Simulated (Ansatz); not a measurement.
## Si3N4: field gradients against cell size

Reference cell: an entry of the Crystallography Open Database (COD), its atoms then relaxed with PBE in this cell.

Space group P6_3/m (No. 176); a = 7.5950, c = 2.9023 Å, γ = 120.00°.

| site | Wyckoff | site symmetry | x | y | z |
| --- | --- | --- | --- | --- | --- |
| Si | 6h | m.. | 0.7673 | 0.1736 | 0.2500 |
| N7 | 6h | m.. | 0.0294 | 0.3297 | 0.2500 |
| N13 | 2d | -6.. | 0.3333 | 0.6667 | 0.7499 |

One atom of each set is listed.

All values are calculated (Ansatz; DFT, PBE, plane waves and PAW, scalar-relativistic, 420 eV cutoff, Γ-centred 4×4×10 k-points, Fermi–Dirac smearing 0.02 eV), not measured.

The cell is scaled uniformly, and the ions relax again at each size. The k-mesh differs between the runs (5×5×10 at 0.96, 5×5×10 at 0.98, 4×4×10 at 1.00, 4×4×9 at 1.04), which moves gradients too.

```
V/V₀  Si V_zz (η)   N7 V_zz (η)  N13 V_zz (η)
0.96  1.05 (0.37)  -4.49 (0.09)  -4.40 (0.00)
0.98  1.03 (0.37)  -4.70 (0.08)  -4.63 (0.00)
1.00            ?             ?             ?
1.04  0.95 (0.47)  -5.29 (0.06)  -5.26 (0.00)
```

(1) Fill in the row for V/V₀ = 1.00 (V_zz in 10²¹ V/m²).

At this cell the PBE pressure is 6 GPa, so with PBE the cell would grow if it were relaxed.

## Answers

(1) Si: 0.99 (0.42), N7: -4.90 (0.07), N13: -4.83 (0.00). Worked for N7: a power law through the other 3 rows, |V_zz| = 4.89 × (V/V₀)^2.03, gives 4.89 at V/V₀ = 1.00, against 4.90 from the run (-0.3 %). Logarithmic slopes d ln|V_zz|/d ln V over the series: Si -1.3, N7 2.0, N13 2.2. Point charges on a uniformly scaled lattice would give −1; atoms that shift within the cell as it changes, and charge that moves in the bonds, make the difference.
